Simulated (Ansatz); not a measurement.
# GaP: a tetragonal deformation path

This session takes GaP and sets out to look for other minima along a tetragonal path.

Program: Ansatz 0.2.0. Level of theory: DFT r2SCAN, scalar-relativistic, plane waves, PAW. These are calculated values, not measurements.

1 further run of the same task is left out (set aside as unsound or not needed). Runs told in other sessions of the task aren't counted.

## (1) The system as given

Symmetry: F-43m, No. 216, cubic system. The conventional cell has a = 5.451 Å, b = 5.451 Å, c = 5.451 Å, α = 90.00°, β = 90.00°, γ = 90.00°. Ga (site symmetry -43m) has 4 P at 2.36 Å in its first shell of neighbours. P (site symmetry -43m) has 4 Ga at 2.36 Å in its first shell of neighbours.

Structure file:

```xyz
2
Lattice="0.0000 2.7252 2.7252 2.7252 0.0000 2.7252 2.7252 2.7252 0.0000" Properties=species:S:1:pos:R:3 pbc="T T T"
Ga    0.0000    0.0000    0.0000
P     4.0879    4.0879    4.0879
```

It is the result of an earlier relaxation at this level (volume 20.24 Å³/atom; gap on the mesh: 1.89 eV).

## (2) The undisturbed cell

Contents of input.yaml:

```yaml
crystal:
  lattice:
    - [0.0, 2.72525, 2.72525]
    - [2.72525, 0.0, 2.72525]
    - [2.72525, 2.72525, 0.0]
  atoms:
    - { symbol: Ga, position: [0.0, 0.0, 0.0] }
    - { symbol: P, position: [0.75, 0.75, 0.75] }
basis:
  ecutwfc: 500
kpoints:
  mp_grid: { grid: [10, 10, 10] }
hamiltonian:
  xc: r2scan
scf:
  occupations: { method: gaussian, width: 0.05 }
output:
  forces: true
  stress: true
  eigenvalues: true
```

Run with:

```
> ansatz run input.yaml --threads 1 --pin off --max-ram 2560MiB --backend cpu --events-out ev --progress --plain --runs-dir out
```

Further runs follow: At ρ = 0.707; ρ = 1.414; At ρ = 0.850; At ρ = 1.200; point ρ = 0.780; point ρ = 1.300; point ρ = 0.920; At ρ = 1.100; ρ = 0.650; ρ = 1.500; point ρ = 0.960; point ρ = 1.050.

Before running it: what results should come out? Wanted: highest point.

**Answer**, as computed:

| quantity | value |
| --- | --- |
| highest point | 720.9 meV/atom at ρ = 1.500 |

In words: The undisturbed cell stays the lowest of the sampled points. No sampled point inside the path is a dip, apart from those named. The gap on the mesh, 1.86 eV at the start, reads zero at ρ = 0.650.
